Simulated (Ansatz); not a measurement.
Crystal: TiSe.

```
Se Ti
1.0
     3.55900    0.00000    0.00000
    -1.77950    3.08218    0.00000
     0.00000    0.00000    6.22000
Se Ti
2 2
Cartesian
  1.7795 1.0274 4.6650
  0.0000 2.0548 1.5550
  0.0000 0.0000 3.1100
  0.0000 0.0000 0.0000
```

Base run:

- Program: Ansatz 0.2.0
- Functional: r2SCAN
- Potentials or basis: Ansatz PAW
- Cutoff: 500 eV
- Density cutoff: 2000 eV
- k mesh: 7 × 7 × 4
- Occupations: fermi-dirac, width 0.05 eV
- Spin: spin-orbit coupling, no magnetisation

Its results: band gap on the k mesh none (metal or under the smearing width); pressure 3.7 GPa.

**Question.** The run is repeated on the same cell with these changes: functional from r2SCAN to PBEsol; cutoff from 500 eV to 420 eV; density cutoff from 2000 eV to 1680 eV. What comes out?

**Answer.** Band gap on the k mesh none (metal or under the smearing width); pressure -0.7 GPa.

Caveats: the PAW data sets come from PBE, with cores solved anew for the run's functional, which leaves a small shift of forces and pressure.

Not every run made on this cell is shown here.
